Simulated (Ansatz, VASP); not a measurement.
**One calculation of SiO2, two programs**

```xyz
6
Lattice="4.1053 0.0000 0.0000 0.0000 4.1053 0.0000 0.0000 0.0000 2.4058" Properties=species:S:1:pos:R:3 pbc="T T T"
Si    2.0526    2.0526    1.2029
Si    0.0000    0.0000    0.0000
O     2.8508    2.8508    0.0000
O     0.7982    3.3071    1.2029
O     1.2545    1.2545    0.0000
O     3.3071    0.7982    1.2029
```

Alike in both runs: task single point; functional LDA; k mesh 6 × 6 × 8; occupations gaussian, width 0.05 eV; no spin polarisation.

|  | VASP | Ansatz |
| --- | --- | --- |
| version | VASP 6.6.1 | Ansatz 0.2.0 |
| potentials or method | VASP PAW LDA potentials, release 64 (Si, O) | scalar-relativistic, plane waves, PAW |
| plane-wave cutoff (eV) | 520 | 520 |
| valence electrons in the cell | 32 | 32 |

VASP gave:

| Item | Value |
| --- | --- |
| gap on the k mesh at the Fermi level (eV) | 8.35 |
| least direct gap on the mesh (eV) | 8.35 |
| rms of the force components (eV/Å) | 0.480 |

Question: Estimate Ansatz's values.

Answer: gap on the k mesh at the Fermi level (eV): 8.36; least direct gap on the mesh (eV): 8.36; rms of the force components (eV/Å): 0.436.

Atom by atom the forces differ by 0.044 eV/Å (rms over components). Ansatz warned: «pseudo_functional_mismatch».

Caveats: forces of over 1 eV/Å show positions far from the minimum, so gaps and moduli don't describe the material at rest. A k mesh can miss the band edges.
